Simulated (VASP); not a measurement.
# InSb (F-43m) in VASP: band structure with PBE

Aim: the band structure of InSb with PBE.

All numbers are computed with VASP 6.6.1; they aren't measurements. Logs are shortened: lines on timing, memory, paths and dates and some standing lists are left out, and cuts for length are marked.

**The experiment to reproduce.**

From “Electronic Structure and Epitaxy of CdTe Shells on InSb Nanowires”, 2021, arxiv:2111.05126, for a bulk crystal of InSb: band gap 0.24 eV.

The runs below are set against these values where they give the same quantity.

## 1. The crystal as given

Symmetry: F-43m, No. 216, cubic system. The conventional cell has a = 6.478 Å, b = 6.478 Å, c = 6.478 Å, α = 90.00°, β = 90.00°, γ = 90.00°. Around In (site symmetry -43m) lie 4 Sb at 2.81 Å. Sb (site symmetry -43m) has 4 In at 2.81 Å as nearest neighbours.

## 2. Band structure, PBE

INCAR

```
SYSTEM = InSb
PREC = Accurate ; ENCUT = 520
EDIFF = 1E-7 ; ISMEAR = 0
SIGMA = 0.02 ; LREAL = .FALSE.
LASPH = .TRUE. ; NELM = 60
ALGO = Normal ; ISIF = 2
LWAVE = .FALSE. ; LCHARG = .FALSE.
GGA = PE
```

KPOINTS

```
Automatic mesh
0
G
  8 8 8
  0 0 0
```

POSCAR

```
InSb
1.0
    0.0000000000      3.2391000000      3.2391000000
    3.2391000000      0.0000000000      3.2391000000
    3.2391000000      3.2391000000      0.0000000000
In Sb
1 1
Direct
    0.0000000000      0.0000000000      0.0000000000
    0.2500000000      0.2500000000      0.2500000000
```

KPOINTS_OPT

```
path GXWKGLUWLK,UX
15
line-mode
reciprocal
 0.0000000000  0.0000000000  0.0000000000  G
 0.5000000000  0.0000000000  0.5000000000  X

 0.5000000000  0.0000000000  0.5000000000  X
 0.5000000000  0.2500000000  0.7500000000  W

 0.5000000000  0.2500000000  0.7500000000  W
 0.3750000000  0.3750000000  0.7500000000  K

 0.3750000000  0.3750000000  0.7500000000  K
 0.0000000000  0.0000000000  0.0000000000  G

 0.0000000000  0.0000000000  0.0000000000  G
 0.5000000000  0.5000000000  0.5000000000  L

 0.5000000000  0.5000000000  0.5000000000  L
 0.6250000000  0.2500000000  0.6250000000  U

 0.6250000000  0.2500000000  0.6250000000  U
 0.5000000000  0.2500000000  0.7500000000  W

 0.5000000000  0.2500000000  0.7500000000  W
 0.5000000000  0.5000000000  0.5000000000  L

 0.5000000000  0.5000000000  0.5000000000  L
 0.3750000000  0.3750000000  0.7500000000  K

 0.6250000000  0.2500000000  0.6250000000  U
 0.5000000000  0.0000000000  0.5000000000  X
```

Potentials or basis: VASP PAW PBE potentials, release 64 (In_d, Sb).

On the command line:

```console
$ cat potpaw_PBE.64/In_d/POTCAR potpaw_PBE.64/Sb/POTCAR > POTCAR
$ mpirun -np 1 vasp_std > vasp.out
```

OUTCAR:

```text
SYSTEM = InSb
   PREC = Accurate
   ENCUT = 520
   EDIFF = 1E-7
   ISMEAR = 0
   LREAL = .FALSE.
   LASPH = .TRUE.
   NELM = 60
   ISIF = 2
   GGA = PE

 ion  position               nearest neighbor table
   1  0.000  0.000  0.000-   2 2.81   2 2.81   2 2.81   2 2.81
   2  0.250  0.250  0.250-   1 2.81   1 2.81   1 2.81   1 2.81

  LATTYP: Found a face centered cubic cell.
 ALAT       =     6.4782000000

  Lattice vectors:

 A1 = (   0.0000000000,   3.2391000000,   3.2391000000)
 A2 = (   3.2391000000,   0.0000000000,   3.2391000000)
 A3 = (   3.2391000000,   3.2391000000,   0.0000000000)

Analysis of symmetry for initial positions (statically):
=====================================================================
 Subroutine PRICEL returns:
 Original cell was already a primitive cell.

 Routine SETGRP: Setting up the symmetry group for a
 face centered cubic supercell.

 Subroutine GETGRP returns: Found 24 space group operations
 (whereof 24 operations were pure point group operations)
 out of a pool of 48 trial point group operations.

The static configuration has the point symmetry T_d .

Analysis of symmetry for dynamics (positions and initial velocities):
=====================================================================
 Subroutine PRICEL returns:
 Original cell was already a primitive cell.

 Routine SETGRP: Setting up the symmetry group for a
 face centered cubic supercell.

 Subroutine GETGRP returns: Found 24 space group operations
 (whereof 24 operations were pure point group operations)
 out of a pool of 48 trial point group operations.

The dynamic configuration has the point symmetry T_d .

 Subroutine INISYM returns: Found 24 space group operations
 (whereof 24 operations are pure point group operations),
 and found     1 'primitive' translations

----------------------------------------------------------------------------------------

                                     Primitive cell

  volume of cell :      67.9678

  direct lattice vectors                    reciprocal lattice vectors
     0.000000000  3.239100000  3.239100000    -0.154363867  0.154363867  0.154363867
     3.239100000  0.000000000  3.239100000     0.154363867 -0.154363867  0.154363867
     3.239100000  3.239100000  0.000000000     0.154363867  0.154363867 -0.154363867

  length of vectors
     4.580779150  4.580779150  4.580779150     0.267366060  0.267366060  0.267366060

  position of ions in fractional coordinates (direct lattice)
     0.000000000  0.000000000  0.000000000
     0.250000000  0.250000000  0.250000000

  ion indices of the primitive-cell ions
   primitive index   ion index
                 1           1
                 2           2

----------------------------------------------------------------------------------------

 KPOINTS: Automatic mesh

Automatic generation of k-mesh.
 Grid dimensions read from file:
 generate k-points for:    8    8    8

 Generating k-lattice:

  Cartesian coordinates                     Fractional coordinates (reciprocal lattice)
    -0.019295483  0.019295483  0.019295483     0.125000000  0.000000000  0.000000000
     0.019295483 -0.019295483  0.019295483     0.000000000  0.125000000  0.000000000
     0.019295483  0.019295483 -0.019295483     0.000000000  0.000000000  0.125000000

  Length of vectors
     0.033420757  0.033420757  0.033420757

  Shift w.r.t. Gamma in fractional coordinates (k-lattice)
     0.000000000  0.000000000  0.000000000

 Subroutine IBZKPT returns following result:
 ===========================================

 Found     29 irreducible k-points:

 Following reciprocal coordinates:
            Coordinates               Weight
  0.000000  0.000000  0.000000      1.000000
  0.125000  0.000000  0.000000      8.000000
  0.250000  0.000000  0.000000      8.000000
  0.375000  0.000000  0.000000      8.000000
  0.500000  0.000000  0.000000      4.000000
  0.125000  0.125000  0.000000      6.000000
[... 16 lines left out ...]
  0.500000  0.250000  0.125000     48.000000
 -0.375000  0.250000  0.125000     24.000000
 [... further k-points ...]
   k-points           NKPTS =     29   k-points in BZ     NKDIM =     29   number of bands    NBANDS=     13
   number of dos      NEDOS =    301   number of ions     NIONS =      2
   total plane-waves  NPLWV =  46656
   dimension x,y,z NGX =    36 NGY =   36 NGZ =   36
   dimension x,y,z NGXF=    72 NGYF=   72 NGZF=   72
   ions per type =               1   1
   NGX,Y,Z   is equivalent  to a cutoff of  13.07, 13.07, 13.07 a.u.
   NGXF,Y,Z  is equivalent  to a cutoff of  26.13, 26.13, 26.13 a.u.
 SYSTEM =  InSb
   PREC   = accura    normal or accurate (medium, high low for compatibility)
   ISTART =      0    job   : 0-new  1-cont  2-samecut
   ICHARG =      2    charge: 1-file 2-atom 10-const
   ISPIN  =      1    spin polarized calculation?
   LNONCOLLINEAR =      F non collinear calculations
   LSORBIT =      F    spin-orbit coupling
   LASPH  =      T    aspherical Exc in radial PAW
   ENCUT  =  520.0 eV  38.22 Ry    6.18 a.u.   8.52  8.52  8.52*2*pi/ulx,y,z
   NELM   =     60;   NELMIN=  2; NELMDL= -5     # of ELM steps
   EDIFF  = 0.1E-06   stopping-criterion for ELM
   LREAL  =      F    real-space projection
   EDIFFG = 0.1E-05   stopping-criterion for IOM
   NSW    =      0    number of steps for IOM
   IBRION =     -1    ionic relax: 0-MD 1-quasi-New 2-CG
   NFREE  =      0    steps in history (QN), initial steepest desc. (CG)
   ISIF   =      2    stress and relaxation
   ISYM   =      2    0-nonsym 1-usesym 2-fastsym
   POTIM  = 0.5000    time-step for ionic-motion
   TEBEG  =    0.0;   TEEND  =   0.0 temperature during run
   PSTRESS=    0.0 pullay stress
   NELECT =      18.0000    total number of electrons
   NUPDOWN=      -1.0000    fix difference up-down
   EMIN   =  10.00;   EMAX   =-10.00  energy-range for DOS
   EFERMI =   0.00;   METHOD = LEGACY
   ISMEAR =     0;   SIGMA  =   0.02  broadening in eV -4-tet -1-fermi 0-gaus
   EFERMI_NEDOS =   21; number of points for ismear=-14 and -15
   IALGO  =     38    algorithm
   IMIX   =      4    mixing-type and parameters
     AMIX     =   0.40;   BMIX     =  1.00
     AMIX_MAG =   1.60;   BMIX_MAG =  1.00
  volume/ion in A,a.u.               =      33.98       229.33
  Fermi-wavevector in a.u.,A,eV,Ry     =   1.051311  1.986690 15.037912  1.105255
  Thomas-Fermi vector in A             =   2.186349
   LORBIT       =      0    0 simple, 1 ext, 2 COOP (PROOUT), +10 PAW based schemes
   GGA     = PE    functional components
   LHFCALC =     F    Hartree Fock is set to
   AEXX    =    0.0000 exact exchange contribution
   IVDW    =     0    specifies the selected vdW correction
   LEPSILON=     F    determine dielectric tensor
   LRPA    =     F    only Hartree local field effects (RPA)
 non-spin polarized calculation
 Gauss-broadening in eV      SIGMA  =   0.02
  energy-cutoff  :      520.00
  volume of cell :       67.97
 maximum number of plane-waves:      1850
 NGX is ok and might be reduce to    36
   NGX = 17   NGY = 17   NGZ = 17

 number of electron      17.9999993 magnetization

 Free energy of the ion-electron system (eV)
  ---------------------------------------------------
  ext. energy  EPLUGINS =         0.00000000
  ---------------------------------------------------
  free energy    TOTEN  =        -6.90197658 eV

  energy without entropy =       -6.90191633  energy(sigma->0) =       -6.90194646

 E-fermi :   5.1170     XC(G=0):  -8.6865

 val. band max:        5.1109245411   @ k =   0.0000   0.0000   0.0000
 cond. band min:       5.6489713725   @ k =   0.5000   0.0000   0.0000
 fundamental gap:      0.5380468314
 Fermi energy:         5.1170158136

 k-point     1 :       0.0000    0.0000    0.0000
  band No.  band energies     occupation
      1      -9.4971      2.00000
      2      -9.4971      2.00000
      3      -9.4971      2.00000
      4      -9.4119      2.00000
      5      -9.4119      2.00000
      6      -5.6093      2.00000
      7       4.9233      2.00000
      8       5.1109      1.33334
      9       5.1109      1.33334
     10       5.1109      1.33333
     11       8.0699      0.00000
     12       8.0699      0.00000
     13       8.0699      0.00000

 k-point     2 :       0.1250    0.0000    0.0000
  band No.  band energies     occupation
      1      -9.5042      2.00000
      2      -9.4939      2.00000
      3      -9.4939      2.00000
      4      -9.4122      2.00000
      5      -9.4122      2.00000
      6      -5.4676      2.00000
      7       3.2554      2.00000
      8       4.9024      2.00000
      9       4.9024      2.00000
     10       6.0461      0.00000
     11       8.3576      0.00000
     12       8.3576      0.00000
     13       8.4510      0.00000

 k-point     3 :       0.2500    0.0000    0.0000
  band No.  band energies     occupation
      1      -9.5211      2.00000
      2      -9.4867      2.00000
      3      -9.4867      2.00000
      4      -9.4121      2.00000
      5      -9.4121      2.00000
      6      -5.0698      2.00000
      7       1.4935      2.00000
      8       4.5130      2.00000
      9       4.5130      2.00000
     10       5.9786      0.00000
     11       8.8062      0.00000
     12       8.8062      0.00000
     13       9.8509      0.00000

 k-point     4 :       0.3750    0.0000    0.0000
  band No.  band energies     occupation
      1      -9.5377      2.00000
      2      -9.4805      2.00000
      3      -9.4805      2.00000
      4      -9.4110      2.00000
      5      -9.4110      2.00000
      6      -4.5390      2.00000
      7       0.0872      2.00000
      8       4.2121      2.00000
      9       4.2121      2.00000
     10       5.7414      0.00000
     11       8.9371      0.00000
     12       8.9371      0.00000
     13      11.2036      0.00000

 k-point     5 :       0.5000    0.0000    0.0000
  band No.  band energies     occupation
      1      -9.5445      2.00000
      2      -9.4783      2.00000
      3      -9.4783      2.00000
      4      -9.4102      2.00000
      5      -9.4102      2.00000
      6      -4.2416      2.00000
      7      -0.5097      2.00000
      8       4.1035      2.00000
      9       4.1035      2.00000
     10       5.6490      0.00000
     11       8.9223      0.00000
     12       8.9223      0.00000
     13      11.2062      0.00000
[... 257 lines left out ...]
 k-point    22 :       0.3750    0.2500    0.1250
  band No.  band energies     occupation
      1      -9.5387      2.00000
      2      -9.4781      2.00000
      3      -9.4756      2.00000
      4      -9.4183      2.00000
      5      -9.4085      2.00000
      6      -4.7298      2.00000
      7       0.9739      2.00000
      8       3.1221      2.00000
      9       3.9902      2.00000
     10       7.3787      0.00000
     11       7.8805      0.00000
     12       9.5035      0.00000
     13      10.2030      0.00000

 k-point    23 :       0.5000    0.2500    0.1250
  band No.  band energies     occupation
      1      -9.5498      2.00000
      2      -9.4741      2.00000
      3      -9.4695      2.00000
      4      -9.4176      2.00000
      5      -9.4090      2.00000
      6      -4.2353      2.00000
      7      -0.0062      2.00000
      8       2.5873      2.00000
      9       3.6366      2.00000
     10       7.4222      0.00000
     11       8.5025      0.00000
     12       9.5829      0.00000
     13      10.7132      0.00000

 k-point    24 :      -0.3750    0.2500    0.1250
  band No.  band energies     occupation
      1      -9.5540      2.00000
      2      -9.4731      2.00000
      3      -9.4671      2.00000
      4      -9.4161      2.00000
      5      -9.4102      2.00000
      6      -3.9627      2.00000
      7      -0.4764      2.00000
      8       2.4388      2.00000
      9       3.4737      2.00000
     10       7.3770      0.00000
     11       8.5532      0.00000
     12      10.1752      0.00000
     13      11.2733      0.00000

 [... further k-points ...]

------------------------ aborting loop because EDIFF is reached ----------------------------------------

  FORCE on cell =-STRESS in cart. coord.  units (eV):
  Direction    XX          YY          ZZ          XY          YZ          ZX
  --------------------------------------------------------------------------------------
  -------------------------------------------------------------------------------------
  Total        1.3315582      1.3315582      1.3315582     -0.0000000     -0.0000000     -0.0000000
  in kB       31.3882922     31.3882922     31.3882922     -0.0000000     -0.0000000     -0.0000000
  external PRESSURE =      31.3882922 kB  Pullay stress =       0.0000000 kB

 VOLUME and BASIS-vectors are now :
 -----------------------------------------------------------------------------
  energy-cutoff  :      520.00
  volume of cell :       67.97
      direct lattice vectors                 reciprocal lattice vectors
     0.000000000  3.239100000  3.239100000    -0.154363867  0.154363867  0.154363867
     3.239100000  0.000000000  3.239100000     0.154363867 -0.154363867  0.154363867
     3.239100000  3.239100000  0.000000000     0.154363867  0.154363867 -0.154363867

 POSITION                                       TOTAL-FORCE (eV/Angst)
 -----------------------------------------------------------------------------------
      0.00000      0.00000      0.00000         0.000000      0.000000      0.000000
      1.61955      1.61955      1.61955        -0.000000     -0.000000     -0.000000
 -----------------------------------------------------------------------------------
    total drift:                               -0.000000     -0.000000     -0.000000

  FREE ENERGIE OF THE ION-ELECTRON SYSTEM (eV)
  ---------------------------------------------------
  free  energy   TOTEN  =        -6.9019765844 eV

  energy  without entropy=       -6.9019163257  energy(sigma->0) =       -6.90194646
```

Run time: 92 s. Hardware: 1 thread of AMD EPYC 7R13 (Zen 3), shared host; peak memory 0.18 GiB.

What came out:

| Item | Value |
| --- | --- |
| Free energy | -6.9020 eV |
| Pressure | 3.1 GPa |
| Band gap along the path | none (metal or under the smearing width) |

Levels at the corners of the path, in eV from the Fermi level:
| point | band 6 | band 7 | band 8 | band 9 | band 10 | band 11 | band 12 | band 13 |
| --- | --- | --- | --- | --- | --- | --- | --- | --- |
| Γ | -10.73 | -0.19 | -0.01 | -0.01 | -0.01 | 2.95 | 2.95 | 2.95 |
| X | -8.75 | -5.92 | -2.27 | -2.27 | 1.32 | 1.34 | 8.15 | 8.15 |
| X | -8.75 | -5.92 | -2.27 | -2.27 | 1.32 | 1.34 | 8.15 | 8.15 |
| W | -8.71 | -5.81 | -2.87 | -2.74 | 3.50 | 3.98 | 4.23 | 4.92 |
| W | -8.71 | -5.81 | -2.87 | -2.74 | 3.50 | 3.98 | 4.23 | 4.92 |
| K | -8.79 | -5.79 | -3.13 | -1.93 | 1.61 | 3.69 | 6.26 | 6.43 |
| K | -8.79 | -5.79 | -3.13 | -1.93 | 1.61 | 3.69 | 6.26 | 6.43 |
| Γ | -10.73 | -0.19 | -0.01 | -0.01 | -0.01 | 2.95 | 2.95 | 2.95 |
| Γ | -10.73 | -0.19 | -0.01 | -0.01 | -0.01 | 2.95 | 2.95 | 2.95 |
| L | -9.36 | -5.63 | -1.01 | -1.01 | 0.53 | 3.81 | 3.81 | 6.09 |
| L | -9.36 | -5.63 | -1.01 | -1.01 | 0.53 | 3.81 | 3.81 | 6.09 |
| U | -8.79 | -5.79 | -3.13 | -1.93 | 1.61 | 3.69 | 6.26 | 6.43 |
| U | -8.79 | -5.79 | -3.13 | -1.93 | 1.61 | 3.69 | 6.26 | 6.43 |
| W | -8.71 | -5.81 | -2.87 | -2.74 | 3.50 | 3.98 | 4.23 | 4.92 |
| W | -8.71 | -5.81 | -2.87 | -2.74 | 3.50 | 3.98 | 4.23 | 4.92 |
| L | -9.36 | -5.63 | -1.01 | -1.01 | 0.53 | 3.81 | 3.81 | 6.09 |
| L | -9.36 | -5.63 | -1.01 | -1.01 | 0.53 | 3.81 | 3.81 | 6.09 |
| K | -8.79 | -5.79 | -3.13 | -1.93 | 1.61 | 3.69 | 6.26 | 6.43 |
| U | -8.79 | -5.79 | -3.13 | -1.93 | 1.61 | 3.69 | 6.26 | 6.43 |
| X | -8.75 | -5.92 | -2.27 | -2.27 | 1.32 | 1.34 | 8.15 | 8.15 |

Caveat: spin-orbit coupling is left out, which moves the levels of the heavy elements; this crystal is a semiconductor, whose small gap the functional closes, so the metal is an error of the method.

## 3. Against experiment

Step 2. Measured gap of InSb: 0.24 eV (quoted in “Electronic Structure and Epitaxy of CdTe Shells on InSb Nanowires”, 2021, arxiv:2111.05126). This calculation gives 0.00 eV (-0.24 eV). Spin-orbit coupling on In, Sb is left out. The value is that of PBE, without temperature or zero-point motion. Semilocal functionals fall short of measured gaps as a rule.
